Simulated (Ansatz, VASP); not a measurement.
This is a calculation of C for VASP 6.6.1.

The input INCAR:

```
ALGO = Normal ; EDIFF = 1E-6
ENCUT = 520 ; GGA = PE
ISIF = 2 ; ISMEAR = -1
LASPH = True ; LCHARG = False
LREAL = False ; LWAVE = False
NBANDS = 8 ; NELM = 60
PREC = Accurate ; SIGMA = 0.05
```

KPOINTS

```
k-points
0
Gamma
  6 6 20
```

POSCAR

```
C
1.0
    4.2618170000     -0.0046260000     -0.0303930000
   -0.0046260000      4.3021000000      0.0117740000
   -0.0091590000      0.0035480000      1.2664000000
C
1
Direct
    0.4960000000      0.4997220000      0.5497050000
```

Potentials or basis: VASP PAW PBE potentials, release 64 (C).

Run with:

```sh
$ cat potpaw_PBE.64/C/POTCAR > POTCAR
$ mpirun -np 1 vasp_std > vasp.out
```

Q: Translate it to Ansatz 0.2.0. Potentials there: Ansatz PAW soft_1.

A: As run (the cutoff follows the program's own potentials):

The input input.yaml:

```yaml
crystal:
  lattice:
    - [4.261817, -0.004626, -0.030393]
    - [-0.004626, 4.3021, 0.011774]
    - [-0.009159, 0.003548, 1.2664]
  atoms:
    - { symbol: C, position: [0.496, 0.499722, 0.549705] }
hamiltonian:
  xc: pbe
  pseudopotentials: { kind: paw, azcp: { folder: soft_1 } }
kpoints:
  mp_grid: { grid: [6, 6, 20] }
scf:
  occupations: { method: fermi_dirac, width: 0.05 }
output:
  forces: true
  stress: true
  eigenvalues: true
```

Potentials or basis: Ansatz PAW soft_1.

The run is started by

```bash
$ ansatz run input.yaml --threads 1 --pin off --max-ram 3584MiB --backend cpu --events-out ev --progress --plain --runs-dir out
```

Both were run:

|  | VASP | Ansatz | Ansatz less VASP |
| --- | --- | --- | --- |
| gap on the k mesh at the Fermi level (eV) | none | none | - |
| pressure (GPa) | 3.8 | 3.9 | +0.11 |
| largest component of the traceless stress (GPa) | 8.41 | 8.54 | +0.130 |

A gap of «none» marks a metal or a gap that the smearing closes.
